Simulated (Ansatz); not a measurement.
The system is Ge.

```xyz
1
Lattice="-1.6084 1.6084 1.8732 1.6084 -1.6084 1.8732 1.6084 1.6084 -1.8732" Properties=species:S:1:pos:R:3 pbc="T T T"
Ge    0.0000    0.0000    1.8732
```

The cell was built by a generator and needn't be a form met in nature.

```yaml
Program: Ansatz 0.2.0
Task: relaxation of cell and atoms
Functional: HSEsol
Potentials_or_basis: Ansatz PAW
Cutoff: "420 eV (not typed: the program's choice for these potentials)"
k_mesh: 6 × 6 × 6
Occupations: fermi-dirac, width 0.05 eV
Spin: no spin polarisation
```

At the start: volume 19.38 Å³/atom.

Where does the relaxation end?

It ends after 7 steps and the volume is 18.20 Å³/atom (-6.1 %); space group I4/mmm (No. 139, to 0.05 Å).

The path:
| step | energy change (eV) | largest force (eV/Å) | volume (Å³) |
| --- | --- | --- | --- |
| 1 | 0.0000 | 0.0000 | 19.38 |
| 2 | -0.0505 | 0.0000 | 18.62 |
| 3 | -0.0813 | 0.0000 | 18.09 |
| 4 | -0.0826 | 0.0000 | 18.22 |
| 5 | -0.0826 | 0.0000 | 18.19 |
| 6 | -0.0826 | 0.0000 | 18.20 |
| 7 | -0.0822 | 0.0000 | 18.20 |

Final structure:
```
Ge
1.0
    -1.64579    1.64579    1.67948
     1.64579   -1.64579    1.67948
     1.64579    1.64579   -1.67948
Ge
1
Direct
  0.50000 0.50000 0.00000
```

Caveat: the k mesh is coarse (spacing up to 0.46 Å⁻¹), so the values aren't converged, least of all with exact exchange; the plane-wave basis is chosen anew once the cell has moved, so the energies of steps on either side of that aren't comparable; the PAW data sets come from PBE, with cores solved anew for the run's functional, which leaves a small shift of forces and pressure.
